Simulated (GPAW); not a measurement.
The system is Ga.

```
Ga
1.0
     2.77842    0.00000    0.00000
     0.00000    3.28161    0.00000
    -1.34343    0.00000    3.99027
Ga
2
Direct
  0.13460 0.75000 0.77017
  0.86540 0.25000 0.22983
```

This isn't the form of Ga at room conditions, which is orthorhombic.

```yaml
Program: GPAW 26.7.0
Task: single point
Functional: PBE
Potentials_or_basis: GPAW PAW data sets (gpaw-data 1.2.1)
Cutoff: 600 eV
Basis: pw
k_mesh: 10 × 8 × 7
Occupations: fermi-dirac, width 0.05 eV
Spin: no spin polarisation
```

On this cell: pressure 3.5 GPa; largest force 0.090 eV/Å; band gap on the k mesh none (metal or under the smearing width).

The same run follows on a disturbed copy (atoms moved at random, drawn with an rms of 0.05 Å):

```
CELL_PARAMETERS angstrom
2.77842 0.00000 0.00000
0.00000 3.28161 0.00000
-1.34343 0.00000 3.99027
ATOMIC_POSITIONS crystal
Ga 0.13136 0.74760 0.76723
Ga 0.85768 0.25727 0.22752
```

Problem. What changes?

Solution. The energy (extrapolated to zero smearing) moves by +0.5 meV/atom; pressure 3.5 GPa; largest force 0.104 eV/Å; band gap on the k mesh none (metal or under the smearing width).

Forces in eV/Å, atoms in the order of the input:
```
Ga  -0.010  0.069 -0.078
Ga   0.010 -0.069  0.078
```

Stress tensor (GPa, compression positive):
```
 4.29  0.02 -0.35
 0.02  2.21  0.00
-0.35  0.00  4.13
```
